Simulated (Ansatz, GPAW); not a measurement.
# CuI (110), 8 units: simulated STM images, part 2 of 3

Aim: Tersoff-Hamann images of CuI (110), 8 units at several biases.

GPAW 26.7.0 and Ansatz 0.2.0; Ansatz plane waves; layer without images along its normal, relaxation of atoms and in-plane cell; PAW set soft_1 (the session's first sound run).

So far. Step 2 (Relaxing the atoms): The relaxation lowered the energy of the cell by 0.696 eV.

## (3) Plane waves, PBE

With the geometry fixed, the planar mean of the potential gives the vacuum level on each side.

This step: GPAW, PAW setups; slab in vacuum (GPAW 26.7.0).

The cell differs from the one that the last finished run ended in (c 53.746 → 31.355 Å).

The input, run.py:

```python
import json
import numpy as np
from ase import Atoms
from ase.dft.stm import STM
from gpaw import GPAW, PW

slab = Atoms(
    ['Cu', 'I', 'Cu', 'I', 'Cu', 'I', 'Cu', 'I', 'Cu', 'I', 'Cu', 'I', 'Cu', 'I', 'Cu', 'I'],
    positions=[
        [2.14713, 3.47569, 8.82977],
        [0.00000, 4.55155, 8.00000],
        [0.00000, -0.14234, 10.20803],
        [2.14713, 1.42054, 10.33141],
        [2.14713, 2.97371, 12.45186],
        [-0.00000, 4.49346, 12.43782],
        [-0.00000, -0.05255, 14.58912],
        [2.14713, 1.46486, 14.61141],
        [2.14713, 2.97828, 16.76576],
        [-0.00000, 4.49568, 16.74347],
        [-0.00000, -0.05711, 18.90301],
        [2.14713, 1.46264, 18.91705],
        [2.14713, 2.88848, 21.14684],
        [-0.00000, 4.45136, 21.02346],
        [0.00000, 0.44487, 22.52510],
        [2.14713, 1.52073, 23.35487]],
    cell=[[4.29426, 0.0, 0.0], [0.0, 6.06164, 0.0], [0.0, 0.0, 31.3549]],
    pbc=[True, True, False])

slab.calc = GPAW(mode=PW(400), xc='PBE', kpts={'size': (7, 5, 1), 'gamma': True},
                 occupations={'name': 'fermi-dirac', 'width': 0.05}, nbands='160%',
                 convergence={'density': 1e-05}, maxiter=200,
                 poissonsolver={'dipolelayer': 'xy'},
                 symmetry={'tolerance': 1e-3}, txt='slab.txt')
result = {}
energy = slab.get_potential_energy()
fermi = slab.calc.get_fermi_level()
v = slab.calc.get_electrostatic_potential().mean((0, 1)) - fermi
n = slab.calc.get_pseudo_density().mean((0, 1))
L = slab.cell[2, 2]
z = np.arange(len(v)) * L / len(v)
low, high = slab.positions[:, 2].min(), slab.positions[:, 2].max()
below, above = np.interp([low - 5.8, high + 5.8], z, v)
slopes = [np.interp(x, z, np.gradient(v, z)) for x in (low - 5.8, high + 5.8)]
eps = np.array([[slab.calc.get_eigenvalues(k, s) for k in range(len(slab.calc.get_ibz_k_points()))]
                for s in range(slab.calc.get_number_of_spins())]) - fermi
top, bottom = eps[eps < 0].max(), eps[eps > 0].min()
dipole = slab.get_dipole_moment()[2]
print(f'energy {energy:.4f} eV, Fermi level {fermi:.4f} eV, dipole {dipole:.5f} e A')
print(f'potential 5.8 A off the faces, from the Fermi level: lower {below:.4f} eV, upper {above:.4f} eV')
print(f'slope of the potential there: lower {slopes[0]:.5f}, upper {slopes[1]:.5f} eV/A')
print(f'nearest levels on the mesh: {top:.4f} and {bottom:.4f} eV')
print('magnetic moment', round(slab.get_magnetic_moment(), 3))
result.update(energy=energy, fermi=fermi, dipole=dipole, below=below, above=above, slopes=slopes, edges=[top, bottom],
              z=z.tolist(), v=v.tolist(), n=n.tolist(), positions=slab.positions.tolist(),
              forces=slab.get_forces(apply_constraint=False).tolist(), moments=slab.get_magnetic_moments().tolist())

# Images need the states of the whole zone, up to time reversal
slab.calc = slab.calc.fixed_density(symmetry={'point_group': False}, txt='states.txt', nbands='250%',
                                    convergence={'bands': 'CBM+1.3'})
stm = STM(slab)
result['stm'] = []
for bias in [-1.0, 1.0]:
    height = high + 4.0
    current = stm.get_averaged_current(bias, height)
    x, y, h = stm.scan(bias, current)
    i, f = divmod(height / L * stm.ldos.shape[2], 1)
    I = abs((1 - f) * stm.ldos[:, :, int(i)] + f * stm.ldos[:, :, int(i) + 1])
    print(f'bias {bias} V: mean current at 4.0 A {current:.4e}, corrugation {np.ptp(h):.4f} A')
    result['stm'].append(dict(bias=bias, current=current, h=(h - high).tolist(), I=I.tolist()))
json.dump(result, open('result.json', 'w'))
```

On the command line:

```
OMP_NUM_THREADS=1 OPENBLAS_NUM_THREADS=1 python run.py
```

The log of the run:

```text
energy -42.2813 eV, Fermi level 1.0121 eV, dipole 0.00108 e A
potential 5.8 A off the faces, from the Fermi level: lower 3.9485 eV, upper 3.9483 eV
slope of the potential there: lower -0.00009, upper 0.00009 eV/A
nearest levels on the mesh: -0.7028 and 0.6765 eV
magnetic moment 0.0
bias -1.0 V: mean current at 4.0 A 1.4587e-07, corrugation 0.9987 A
bias 1.0 V: mean current at 4.0 A 5.0016e-07, corrugation 0.5006 A
```

The job ended after 36 min (1 thread of Arm Neoverse V1, shared host; peak memory 1.8 GiB).

This step gave:

* dipole along the normal: 0.001080 e·Å
* levels nearest the Fermi level on the mesh: -0.7028, 0.6765 eV from the Fermi level
* upper work function: 3.948 eV
* lower work function: 3.948 eV
* corrugation -1: 0.9987 Å
* corrugation 1: 0.5006 Å
* upper ionisation energy: 4.651 eV

The electrostatic potential energy of an electron (without an applied field's), less the Fermi level, planar mean oscillates, so the rows of the table below give means over windows of 2.13 Å about each position, cut where the curve ends. Its maxima inside the range that stand out by 2 % of the span (Å: eV): 9.4: -1.64, 11.4: 0.239, 13.5: 0.373, 15.7: 0.294, 17.8: 0.373, 19.9: 0.239, 22.0: -1.65. Its minima: 8.1: -8.19, 10.2: -12.3, 12.5: -12.4, 14.6: -12.4, 16.7: -12.4, 18.9: -12.4, 21.1: -12.3, 23.2: -8.19.

Electrostatic potential energy of an electron (without an applied field's), less the Fermi level, planar mean against z; means over each step:

| z (Å) | electrostatic potential energy of an electron (without an applied field's), less the Fermi level, planar mean (eV) |
| --- | --- |
| 1.06 | 3.95 |
| 3.19 | 3.95 |
| 5.32 | 3.90 |
| 7.46 | -2.06 |
| 9.58 | -6.03 |
| 11.71 | -5.13 |
| 13.84 | -5.02 |
| 15.97 | -5.10 |
| 18.11 | -5.01 |
| 20.23 | -5.13 |
| 22.36 | -5.00 |
| 24.50 | 1.05 |
| 26.62 | 3.94 |
| 28.75 | 3.95 |
| 30.89 | 3.95 |

The pseudo valence density, planar mean oscillates, so the rows of the table below give means over windows of 2 Å about each position, cut where the curve ends. Its maxima inside the range that stand out by 2 % of the span (Å: e/Å³): 7.5: 0.155, 8.7: 0.640, 10.2: 0.613, 12.4: 0.582, 14.5: 0.586, 16.9: 0.585, 19.0: 0.582, 21.1: 0.613, 22.6: 0.640, 23.9: 0.155. Its minima: 7.9: 0.110, 9.4: 0.251, 11.3: 0.162, 13.4: 0.159, 15.6: 0.165, 17.9: 0.159, 20.1: 0.162, 22.0: 0.251, 23.5: 0.110.

Pseudo valence density, planar mean against z; means over each step:

| z (Å) | pseudo valence density, planar mean (e/Å³) |
| --- | --- |
| 4 | 4.0e-5 |
| 6 | 0.0134 |
| 8 | 0.261 |
| 10 | 0.384 |
| 12 | 0.328 |
| 14 | 0.321 |
| 16 | 0.312 |
| 18 | 0.309 |
| 20 | 0.286 |
| 22 | 0.442 |
| 24 | 0.108 |
| 26 | 0.00212 |
| 28 | 6.4e-6 |

Tip height over the top atom over a1 and a2. Sample bias -1 V, constant current at the mean current 4.0 Å over the top atom.

Ten even steps from '_' (3.37 Å) to '@' (4.35 Å), each cell a mean:
```
....::::----==================----::::..
........::::------------------::::......
________..::::::----------::::::..______
________......::::::::::::::......______
______......::::::::::::::::::......____
____....::::------------------::::....__
......::------==============------::....
::::----======++++++++++++++======----::
========++++++**************++++++======
====++++******##############******++++==
++++++**##########%%%%%%##########**++++
******######%%%%%%%%%%%%%%%%%%######****
****######%%%%@@@@@@@@@@@@@@%%%%######**
##########%%%%@@@@@@@@@@@@@@%%%%########
****######%%%%@@@@@@@@@@@@@@%%%%######**
****######%%%%@@@@@@@@@@@@@@%%%%######**
****######%%%%@@@@@@@@@@@@@@%%%%######**
++++**######%%%%%%%%%%%%%%%%%%######**++
++++++****######################****++++
======++****##################****++====
----==++++++******************++++++==--
::----====++++++++++++++++++++++====----
```
Columns: a1 from 0 to 0.95; rows upwards: a2 from 0 to 0.964.

Local density of states summed over the bias window over a1 and a2. Sample bias -1 V, constant height 4.0 Å over the top atom.

Ten even steps from '0' (0.48 × 1e-7 arbitrary) to '9' (3.42 × 1e-7 arbitrary), each cell a mean:
```
00001111122211111000
00000011111111100000
00000000000000000000
00000000000000000000
00000000000000000000
00000000000000000000
00000001111111000000
11111112222222111111
11112223333333222111
12223344455544433222
22234455666665544322
33344567777777654433
33445678889888765443
34445678899988765444
33456778999998776543
33455788898988875543
33445677888887765443
22344556777776554432
22233455666665543322
11123344455544433211
11112233333333322111
00111122222222211110
```
Columns: a1 from 0 to 0.95; rows upwards: a2 from 0 to 0.964.

Tip height over the top atom over a1 and a2. Sample bias 1 V, constant current at the mean current 4.0 Å over the top atom.

Ten even steps from '0' (3.72 Å) to '9' (4.22 Å), each cell a mean:
```
33334444444444444333
22223333333333333222
11111222222222221111
00000111111111110000
00000000000000000000
00000000011100000000
00000011111111100000
00011122222222211100
22222233333333322222
33333344444444433333
44444555565655554444
55556666777776666555
66667777888887777666
77777888888888887777
77788889999999888877
77888899999999988887
78888899999999988888
77888889999999888887
77777888898988887777
66677777888887777766
55666667777777666665
44455556666666555544
```
Columns: a1 from 0 to 0.95; rows upwards: a2 from 0 to 0.964.

Local density of states summed over the bias window over a1 and a2. Sample bias 1 V, constant height 4.0 Å over the top atom.

Values in units of 1e-7 arbitrary, 12 rows by 16 columns, each cell a mean:
```
4.1 4.1 4.2 4.2 4.3 4.4 4.4 4.5 4.5 4.5 4.4 4.4 4.3 4.2 4.2 4.1
3.6 3.6 3.6 3.6 3.7 3.7 3.8 3.8 3.8 3.8 3.8 3.7 3.7 3.6 3.6 3.6
3.3 3.3 3.3 3.3 3.4 3.4 3.5 3.5 3.5 3.5 3.5 3.4 3.4 3.3 3.3 3.3
3.4 3.3 3.4 3.4 3.5 3.5 3.6 3.6 3.6 3.6 3.6 3.5 3.4 3.4 3.4 3.3
3.7 3.7 3.8 3.8 3.9 4.0 4.0 4.1 4.1 4.1 4.0 4.0 3.9 3.8 3.8 3.7
4.3 4.3 4.4 4.5 4.6 4.7 4.9 5.0 4.9 4.9 4.8 4.7 4.6 4.5 4.4 4.3
5.1 5.1 5.3 5.4 5.6 5.8 5.9 6.0 6.1 6.0 5.9 5.8 5.5 5.4 5.2 5.1
5.8 5.8 5.9 6.1 6.4 6.7 6.8 7.0 7.1 7.0 6.8 6.6 6.3 6.1 5.9 5.7
6.1 6.2 6.4 6.5 6.9 7.1 7.3 7.5 7.5 7.4 7.3 7.1 6.8 6.5 6.3 6.2
6.1 6.1 6.3 6.5 6.8 7.0 7.1 7.3 7.3 7.3 7.1 6.9 6.7 6.4 6.3 6.1
5.6 5.6 5.7 5.9 6.1 6.2 6.4 6.5 6.5 6.5 6.4 6.2 6.0 5.9 5.7 5.6
4.9 4.9 5.0 5.1 5.2 5.3 5.4 5.4 5.4 5.4 5.4 5.3 5.2 5.1 5.0 4.9
```
Columns: a1 from 0 to 0.95; rows upwards: a2 from 0 to 0.964.

Force by atom:

| atom | x (eV/Å) | y (eV/Å) | z (eV/Å) | size |
| --- | --- | --- | --- | --- |
| Cu1 | 0.000 | -0.003 | 0.002 | 0.004 |
| I2 | 0.000 | 0.031 | -0.118 | 0.122 |
| Cu3 | 0.000 | 0.004 | 0.009 | 0.010 |
| I4 | 0.000 | -0.040 | 0.003 | 0.040 |
| Cu5 | 0.000 | -0.001 | 0.003 | 0.003 |
| I6 | 0.000 | 0.008 | 0.001 | 0.008 |
| Cu7 | 0.000 | -0.004 | -0.002 | 0.005 |
| I8 | 0.000 | 0.004 | 0.002 | 0.004 |
| Cu9 | 0.000 | -0.004 | 0.002 | 0.005 |
| I10 | 0.000 | 0.004 | -0.002 | 0.004 |
| Cu11 | 0.000 | -0.001 | -0.003 | 0.003 |
| I12 | 0.000 | 0.008 | -0.001 | 0.008 |
| Cu13 | 0.000 | 0.004 | -0.009 | 0.010 |
| I14 | 0.000 | -0.040 | -0.003 | 0.040 |
| Cu15 | 0.000 | -0.003 | -0.003 | 0.004 |
| I16 | 0.000 | 0.032 | 0.118 | 0.122 |

The layer is gapped, so the Fermi level lies somewhere inside the gap, set by smearing and numerics, and these work functions are no property of the material; the band edges below the vacuum level are. The potential is flat to 9.0e-5 eV/Å where it is read, so the vacuum is wide enough. The geometry is the other program's minimum; here the largest force on a free atom is 0.12 eV/Å.

[end of part 2 of 3]

[Logs are printed without paths, hosts, clocks, repeated set-up lines and the standing remarks that a program may print on its own settings, such as how far it seeks lower states.]

[Hosts, paths, dates, database ids (printed as entryN), source tags and the programs' standing remarks are cut or masked in the printed files.]
